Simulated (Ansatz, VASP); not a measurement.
# Two plane-wave programs on As

File INCAR:

```
PREC = Accurate
ENCUT = 520
EDIFF = 1E-6
ISMEAR = 0
SIGMA = 0.1
LREAL = F
LASPH = T
NELM = 60
ALGO = Normal
ISIF = 2
LWAVE = F
LCHARG = T
GGA = PS
LELF = T
LVHAR = T
NBANDS = 42
```

Contents of KPOINTS:

```
Automatic mesh
0
Gamma
  3 3 3
```

File POSCAR:

```
As
1.0
    3.4959859501      2.0184084294      5.9620619974
   -3.4959859501      2.0184084294      5.9620619974
    0.0000000000     -4.0368168587      5.9620619974
As
12
Direct
    0.0101900000      0.6536100000      0.0101900000
    0.0101900000      0.0101900000      0.6536100000
    0.6536100000      0.0101900000      0.0101900000
    0.9898100000      0.3463900000      0.9898100000
    0.3463900000      0.9898100000      0.9898100000
    0.9898100000      0.9898100000      0.3463900000
    0.2211800000      0.6306000000      0.2211800000
    0.2211800000      0.2211800000      0.6306000000
    0.6306000000      0.2211800000      0.2211800000
    0.7788200000      0.3694000000      0.7788200000
    0.3694000000      0.7788200000      0.7788200000
    0.7788200000      0.7788200000      0.3694000000
```

Input for Ansatz:

```yaml
crystal:
  lattice:
    - [3.4959859501, 2.0184084294, 5.9620619974]
    - [-3.4959859501, 2.0184084294, 5.9620619974]
    - [0.0, -4.0368168587, 5.9620619974]
  atoms:
    - { symbol: As, position: [0.01019, 0.65361, 0.01019] }
    - { symbol: As, position: [0.01019, 0.01019, 0.65361] }
    - { symbol: As, position: [0.65361, 0.01019, 0.01019] }
    - { symbol: As, position: [0.98981, 0.34639, 0.98981] }
    - { symbol: As, position: [0.34639, 0.98981, 0.98981] }
    - { symbol: As, position: [0.98981, 0.98981, 0.34639] }
    - { symbol: As, position: [0.22118, 0.6306, 0.22118] }
    - { symbol: As, position: [0.22118, 0.22118, 0.6306] }
    - { symbol: As, position: [0.6306, 0.22118, 0.22118] }
    - { symbol: As, position: [0.77882, 0.3694, 0.77882] }
    - { symbol: As, position: [0.3694, 0.77882, 0.77882] }
    - { symbol: As, position: [0.77882, 0.77882, 0.3694] }
basis:
  ecutwfc: 420
kpoints:
  mp_grid: { grid: [3, 3, 3] }
hamiltonian:
  xc: pbesol
scf:
  occupations: { method: gaussian, width: 0.1 }
  lower_state_search: "off"
output:
  forces: true
  stress: true
  eigenvalues: true
```

Alike in both runs: task single point; functional PBEsol; k mesh 3 × 3 × 3; occupations gaussian, width 0.1 eV; no spin polarisation.

|  | VASP | Ansatz |
| --- | --- | --- |
| version | VASP 6.6.1 | Ansatz 0.2.0 |
| potentials or method | VASP PAW PBE potentials, release 64 (As) | scalar-relativistic, plane waves, PAW |
| plane-wave cutoff (eV) | 520 | 420 |
| valence electrons in the cell | 60 | 180 |

```csv
,VASP,Ansatz,Ansatz less VASP
gap on the k mesh at the Fermi level (eV),none,none,-
pressure (GPa),20.3,19.5,-0.78
largest component of the traceless stress (GPa),2.62,2.58,-0.044
rms of the force components (eV/Å),1.041,0.998,-0.0431
```

Atom by atom the forces differ by 0.044 eV/Å (rms over components). A gap of «none» marks a metal or a gap that the smearing closes. The functional is the same, so the differences come from potentials, cutoffs and numerics. The two sets of potentials don't hold the same shells in valence.

Caveats: the k mesh is coarse (spacing up to 0.37 Å⁻¹), so the values aren't converged; so large a pressure means that the cell lies far from this level's equilibrium, or that cutoff or potentials fall short (VASP); the potentials were made for another functional, which shifts forces and pressure (VASP).
